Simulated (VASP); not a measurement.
A run of VASP 6.6.1:

File INCAR:

```
  ALGO = Normal
  EDIFF = 1E-6
  EDIFFG = -0.02
  ENCUT = 680
  GGA = PE
  IBRION = 2
  ISIF = 3
  ISMEAR = -1
  LASPH = True
  LCHARG = False
  LREAL = False
  LWAVE = False
  NELM = 60
  NSW = 40
  PREC = Accurate
  SIGMA = 0.05
```

KPOINTS

```
k-points
0
Gamma
  9 9 5
```

The input POSCAR:

```
TaS2
1.0
    3.3500000000      0.0000000000      0.0000000000
   -1.6750000000      2.9011851027      0.0000000000
    0.0000000000      0.0000000000      5.8600000000
Ta S
1 2
Direct
    0.0000000000      0.0000000000      0.0000000000
    0.6666666667      0.3333333333      0.7500000000
    0.3333333333      0.6666666667      0.2500000000
```

Potentials or basis: VASP PAW PBE potentials, release 64 (Ta_sv_GW, S_GW).

Run with:

```sh
$ cat potpaw_PBE.64/Ta_sv_GW/POTCAR potpaw_PBE.64/S_GW/POTCAR > POTCAR
$ mpirun -np 1 vasp_std > vasp.out
```

Hardware: 1 thread of Intel(R) Xeon(R) Platinum 8488C (Sapphire Rapids), with other jobs on the host.

Task: How long does it take, and how much memory?

Result: Run time: 12 min on 1 thread of Intel(R) Xeon(R) Platinum 8488C (Sapphire Rapids), with other jobs on the host, peak memory 0.26 GiB. Counts: scf iterations 177, k points 50, ion steps 16.
